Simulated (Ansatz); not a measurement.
**Phases of Si at 69 GPa**

Structure types of Si are relaxed in primitive cells with their symmetry kept at 69 GPa, on PAW files; LAPW relaxes the small cells further and takes the PAW cell for the others (marked *). The enthalpy is E + pV at zero temperature, without zero-point motion. Only the types listed were tried, and differences under about 5 meV/atom are mesh noise. The real phase may be another.

All numbers are PBEsol results (scalar-relativistic) from Ansatz 0.2.0, with Fermi–Dirac smearing of 0.05 eV, no spin polarisation. Methods: LAPW: all electrons, basis error target 0.5 meV/atom; PAW: frozen-core files, cutoff 420 eV.

k meshes: fcc 19×19×19, bcc 19×19×19, hcp 17×17×10, omega 9×9×13, graphite 12×12×4, diamond 14×14×14.

The PAW files were made under PBE.

Question: Which type is lowest in enthalpy, and by how much?

Answer: hcp, 12 meV/atom below fcc. The whole table:

```json
{"start type": "fcc", "ends as": "fcc, Fm-3m", "a, b, c (Å)": "3.404, 3.404, 3.404", "V (Å³/atom)": "9.86", "H − H(lowest), LAPW (meV/atom)": "12.5", "same, PAW": "12.0"}
{"start type": "bcc", "ends as": "bcc, Im-3m", "a, b, c (Å)": "2.731, 2.731, 2.731", "V (Å³/atom)": "10.18", "H − H(lowest), LAPW (meV/atom)": "141.9", "same, PAW": "142.3"}
{"start type": "hcp", "ends as": "hcp, P6_3/mmc", "a, b, c (Å)": "2.389, 2.389, 4.045", "V (Å³/atom)": "10.00", "H − H(lowest), LAPW (meV/atom)": "0.0", "same, PAW": "0.0"}
{"start type": "omega", "ends as": "omega, P6/mmm", "a, b, c (Å)": "3.907, 3.907, 2.333", "V (Å³/atom)": "10.28", "H − H(lowest), LAPW (meV/atom)": "153.0", "same, PAW": "153.8"}
{"start type": "graphite*", "ends as": "distorted graphite, P6_3/mmc", "a, b, c (Å)": "3.684, 3.684, 4.200", "V (Å³/atom)": "12.34", "H − H(lowest), LAPW (meV/atom)": "1355.8", "same, PAW": "1360.6"}
{"start type": "diamond", "ends as": "diamond, Fd-3m", "a, b, c (Å)": "4.819, 4.819, 4.819", "V (Å³/atom)": "13.98", "H − H(lowest), LAPW (meV/atom)": "1693.7", "same, PAW": "1703.3"}
```

Question: Split the lead of hcp over fcc into energy and pV.

Answer: For fcc less hcp: ΔE = +72.2 meV/atom, and p·ΔV = 69 GPa × -0.1387 Å³ × 6.242 meV/(GPa·Å³) = -59.7 meV/atom, together 12.5 meV/atom. hcp wins by its internal energy, though it is the less dense.

Question: Would fcc gain on hcp at higher pressure?

Answer: Yes: dH/dp = V, and its volume is smaller by 0.14 Å³/atom. Held constant, that would close the gap after about 14 GPa more, a rough figure, since the volume difference changes with pressure.
